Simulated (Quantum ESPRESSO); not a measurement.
A calculation with Quantum ESPRESSO 7.5 of La (native input, structure typed inline):

Contents of pw.in:

```
&CONTROL
  calculation = 'scf'
  prefix = 'pwscf'
  outdir = './tmp'
  pseudo_dir = './pseudo'
  tprnfor = .true.
  tstress = .true.
  disk_io = 'low'
/
&SYSTEM
  ibrav = 0
  celldm(1) = 8
  nat = 2
  ntyp = 1
  ecutwfc = 45
  ecutrho = 360
  nbnd = 18
  occupations = 'smearing'
  smearing = 'fd'
  degauss = 0.00367493
/
&ELECTRONS
  conv_thr = 4d-10
  electron_maxstep = 120
  mixing_beta = 0.5
/
ATOMIC_SPECIES
La   138.9055 la_pbesol_v1.uspp.F.UPF
CELL_PARAMETERS alat
  0.8858091209183   0.0000000000000   0.0000000000000
 -0.4429045604592   0.7671332016212   0.0000000000000
  0.0000000000000   0.0000000000000   1.4338296970598
ATOMIC_POSITIONS crystal
La     0.6666666667    0.3333333333    0.7500000000
La     0.3333333333    0.6666666667    0.2500000000
K_POINTS automatic
8 8 5 0 0 0
```

File pp_density.in:

```
&INPUTPP
  prefix = 'pwscf'
  outdir = './tmp'
  filplot = 'density.dat'
  plot_num = 0
/
&PLOT
  nfile = 1
  filepp(1) = 'density.dat'
  iflag = 3
  output_format = 6
  fileout = 'density.cube'
/
```

Contents of pp_potential.in:

```
&INPUTPP
  prefix = 'pwscf'
  outdir = './tmp'
  filplot = 'potential.dat'
  plot_num = 11
/
&PLOT
  nfile = 1
  filepp(1) = 'potential.dat'
  iflag = 3
  output_format = 6
  fileout = 'potential.cube'
/
```

Potentials or basis: GBRV 1.5 PBEsol.

The run is started by

```console
$ OMP_NUM_THREADS=1 mpirun -n 2 pw.x -nk 2 -in pw.in > pw.out
$ OMP_NUM_THREADS=1 mpirun -n 1 pp.x -in pp_density.in > pp_density.out
$ OMP_NUM_THREADS=1 mpirun -n 1 pp.x -in pp_potential.in > pp_potential.out
```

This isn't the form of La at room conditions, which is double hcp.

Question: Write the same calculation in another form: ASE script, structure from a POSCAR.

Answer: As run:

File run.py:

```python
import numpy as np
from ase.calculators.espresso import Espresso, EspressoProfile
from ase.io import read

atoms = read('POSCAR')

input_data = {
    'control': {'calculation': 'scf', 'prefix': 'pwscf', 'outdir': './tmp', 'tprnfor': True, 'tstress': True, 'disk_io': 'nowf'},
    'system': {'ecutwfc': 45.0, 'ecutrho': 360.0, 'nbnd': 18, 'occupations': 'smearing', 'smearing': 'fd', 'degauss': 0.00367493},
    'electrons': {'conv_thr': 4e-10, 'electron_maxstep': 120, 'mixing_beta': 0.5},
}
pseudopotentials = {'La': 'la_pbesol_v1.uspp.F.UPF'}
profile = EspressoProfile(command='mpirun -n 2 pw.x -nk 2', pseudo_dir='pseudo')
dft = Espresso(profile=profile, input_data=input_data, pseudopotentials=pseudopotentials, kpts=(8, 8, 5), koffset=(0, 0, 0))
atoms.calc = dft

print(f'energy {atoms.get_potential_energy():.8f} eV')
print('forces (eV/A)')
print(np.round(atoms.get_forces(), 6))
print('stress (eV/A^3, Voigt)')
print(np.round(atoms.get_stress(), 8))
print(f'Fermi level {dft.get_fermi_level():.4f} eV')
```

POSCAR

```
La
1.0
    3.7500000000      0.0000000000      0.0000000000
   -1.8750000000      3.2475952642      0.0000000000
    0.0000000000      0.0000000000      6.0700000000
La
2
Direct
    0.6666666667      0.3333333333      0.7500000000
    0.3333333333      0.6666666667      0.2500000000
```

Potentials or basis: GBRV 1.5 PBEsol.

Run with:

```sh
$ OMP_NUM_THREADS=1 python run.py
```

Both were run:

|  | native input, structure typed inline | ASE script, structure from a POSCAR |
| --- | --- | --- |
| Pressure | -1.3 GPa | -1.3 GPa |
| Band gap on the k mesh | none (metal or under the smearing width) | none (metal or under the smearing width) |

Keys that steer only the numerical path or the files written may differ.
